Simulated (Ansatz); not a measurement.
# ZnS: ab initio molecular dynamics

The calculation used DFT PBE, scalar-relativistic, plane waves, PAW (Ansatz). Settings: plane waves to 420 eV, k-mesh 2×2×2 (shifted by 0.5, 0.5, 0.5 steps), Fermi–Dirac smearing 0.22 eV. The mesh is coarse. No spin polarisation.

16 atoms, starting at 1.10 times the perfect crystal's volume (space group F-43m, the cell as given, not relaxed at this level); Nosé–Hoover thermostat at 2600 K, fixed cell; 30 steps of 12 fs. The run is short and not equilibrated. The time step is too long for these atoms, so the motion is inaccurate.

First frame:

```
CELL_PARAMETERS angstrom
5.58391 -5.58391 0.00000
5.58391 0.00000 5.58391
0.00000 -5.58391 5.58391
ATOMIC_POSITIONS crystal
Zn 0.50000 0.00000 0.00000
Zn 0.50000 0.00000 0.50000
Zn 0.50000 0.50000 0.00000
Zn 0.50000 0.50000 0.50000
Zn 0.00000 0.00000 0.00000
Zn 0.00000 0.00000 0.50000
Zn 0.00000 0.50000 0.00000
Zn 0.00000 0.50000 0.50000
S 0.12500 0.12500 0.62500
S 0.12500 0.12500 0.12500
S 0.12500 0.62500 0.62500
S 0.12500 0.62500 0.12500
S 0.62500 0.12500 0.62500
S 0.62500 0.12500 0.12500
S 0.62500 0.62500 0.62500
S 0.62500 0.62500 0.12500
```

* Mean temperature over the second half: 2271 K
* Mean pressure over the second half (kinetic part included): 0.6 GPa
* Mean potential energy above the perfect crystal (as given, at volume ratio 1; besides heat the difference comes from the volume, 10 % larger, and the crystal's own pressure of 1.4 GPa; its own run had another smearing, without effect beside its gap): 325 meV/atom
* Drift of the conserved energy over the run: 23 meV/atom
* Mean-square drift of S from first to last step (mean shift of all atoms removed): 0.29 Å²
* Mean-square drift of Zn from first to last step (mean shift of all atoms removed): 0.48 Å²

Pair distribution functions g(r), second half of the run, up to half the cell's height:

```csv
r (Å),S-S,S-Zn,Zn-Zn
1.85,0.0,0.0,0.0
1.95,0.0,0.1,0.0
2.05,0.0,1.4,0.0
2.15,0.0,2.4,0.0
2.25,0.0,3.5,0.0
2.35,0.0,5.2,0.0
2.45,0.0,3.2,0.0
2.55,0.0,2.4,0.0
2.65,0.0,1.7,0.0
2.75,0.0,1.2,0.0
2.85,0.0,0.6,0.0
2.95,0.0,0.7,0.2
3.05,0.1,0.4,0.7
3.15,0.2,0.2,0.5
```

Along the run (potential energy from its first value; pressure with the kinetic part):

```tsv
t (fs)	T (K)	ΔE_pot (meV/atom)	P (GPa)
0.0	2600	0.0	-2.8
12.0	1905	85.4	-1.5
24.0	947	228.9	0.7
36.0	1276	174.5	-0.7
48.0	1604	143.4	-1.7
60.0	1495	169.1	-1.5
72.0	1187	222.8	-0.7
84.0	1122	239.5	-0.8
96.0	1208	241.3	-1.3
108.0	1221	253.0	-1.7
120.0	1100	280.3	-1.7
132.0	999	305.7	-1.4
144.0	1174	289.9	-1.6
156.0	1428	269.0	-1.4
168.0	1529	264.0	-0.9
180.0	1357	301.9	0.0
192.0	1590	284.0	0.0
204.0	2085	229.7	-0.9
216.0	2033	257.4	-0.6
228.0	1787	307.3	0.2
240.0	1917	304.2	0.4
252.0	2261	273.3	0.4
264.0	2336	291.3	1.3
276.0	2777	247.0	1.1
288.0	3074	231.6	1.1
300.0	2848	280.4	2.2
312.0	2585	323.6	2.8
324.0	2194	393.3	3.1
336.0	2338	374.4	1.0
348.0	2582	361.3	-1.2
360.0	2572	377.0	-2.0
```